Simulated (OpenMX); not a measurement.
The system is Al.

```
Al
1.0
     2.81246    0.00000    0.00000
    -1.40623    2.43566    0.00000
     0.00000    0.00000    4.86685
Al
2
Cartesian
  0.0000 1.6238 1.2167
  1.4062 0.8119 3.6501
```

This isn't the form of Al at room conditions, which is fcc.

Base run:

```yaml
Program: OpenMX 3.8.5
Functional: PBE
Dispersion: D3
Potentials_or_basis: OpenMX 2013 PBE set, Al7.0-s2p2d1, grid cutoff 300 Ry
k_mesh: 9 × 9 × 5
Occupations: fermi-dirac, width 0.05 eV
Spin: no spin polarisation
```

Its results: band gap on the k mesh none (metal or under the smearing width); pressure -2.9 GPa.

Question: After a change of settings the same cell gave: band gap on the k mesh none (metal or under the smearing width); pressure -1.1 GPa. Which change was it?
A. dispersion from D3 to D3(BJ)
B. dispersion from D3 to none
C. dispersion from D3 to D4

Answer: B.

Dispersion adds attraction, which lowers the pressure at fixed volume and, as a term added to the energy, leaves the levels alone.

Caveats: the basis of atomic orbitals isn't converged, which shifts pressures, moduli and gaps; pairwise dispersion overbinds metals, which lowers pressure and volume (some runs).
